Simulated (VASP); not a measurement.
Input of a VASP 6.6.1 run:

Contents of INCAR:

```
ALGO = Fast ; EDIFF = 1E-6
EDIFFG = -0.01 ; ENCUT = 520
GGA = RP ; IBRION = 2
ISIF = 2 ; ISMEAR = 1
IVDW = 13 ; LASPH = True
LCHARG = False ; LREAL = False
LWAVE = False ; NELM = 80
NSW = 60 ; PREC = Accurate
SIGMA = 0.2
```

Contents of KPOINTS:

```
k-points
0
Gamma
  10 10 6
```

File POSCAR:

```
Ti
1.0
    2.9500000000      0.0000000000      0.0000000000
   -1.4750000000      2.5547749412      0.0000000000
    0.0000000000      0.0000000000      4.6800000000
Ti
2
Selective dynamics
Direct
    0.6885520000      0.3618330000      0.7455910000  F F F
    0.3403220000      0.6734940000      0.2400880000  T T T
```

Potentials or basis: VASP PAW PBE potentials, release 64 (Ti_sv).

The run is started by

```bash
$ cat potpaw_PBE.64/Ti_sv/POTCAR > POTCAR
$ mpirun -np 1 vasp_std > vasp.out
```

Question: What does it give for the energy gained by relaxing?

Answer: 1.9 meV/atom.

Question: What does it give for the band gap on the k mesh?

Answer: None (metal or under the smearing width).

Question: Estimate the dispersion energy per atom.

Answer: -0.358 eV.

Final structure:
```
Ti
1.0
     2.95000    0.00000    0.00000
    -1.47500    2.55477    0.00000
     0.00000    0.00000    4.68000
Ti
2
Direct
  0.68855 0.36183 0.74559
  0.35508 0.69481 0.24579
```
